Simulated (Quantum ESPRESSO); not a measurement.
## Mo under changes of volume

One of the cells (15.892 Å³/atom); the others are scaled copies at fixed shape and fractional positions:

```
Mo
1.0
    -1.58381    1.58381    1.58381
     1.58381   -1.58381    1.58381
     1.58381    1.58381   -1.58381
Mo
1
Direct
  0.00000 0.00000 0.00000
```

- Program: Quantum ESPRESSO 7.5
- Functional: r2SCAN
- Potentials or basis: SG15 PBE 1.2
- Cutoff: 952 eV
- Density cutoff: 3810 eV
- k mesh: 9 × 9 × 9
- Occupations: fermi-dirac, width 0.05 eV
- Spin: no spin polarisation

| volume (Å³/atom) | energy over the lowest point (meV/atom) | pressure (GPa) |
| --- | --- | --- |
| 14.938 | ? | ? |
| 15.256 | 5.07 | 5.7 |
| 15.574 | 0.00 | -0.3 |
| 15.892 | 6.23 | -5.6 |
| 16.209 | 22.46 | -10.4 |
| 16.527 | 47.52 | -14.6 |
| 16.845 | 80.43 | -18.4 |

What does the run at 14.938 Å³/atom give?

Energy over the lowest point 22.78 meV/atom; pressure 12.4 GPa.

Worked out: A Birch-Murnaghan fit of order 3 (a polynomial in V^(-2/3)) to the other rows has its minimum at 15.55 Å³/atom with B0 = V·E''(V) = 281 GPa and B' = 5.0. It gives 22.97 meV/atom at 14.938 Å³/atom, against the run's 22.78, and -dE/dV = 12.5 GPa, against 12.4.

Energies are extrapolated to zero smearing.

Caveats: the potentials were made for another functional, which shifts forces and pressure.
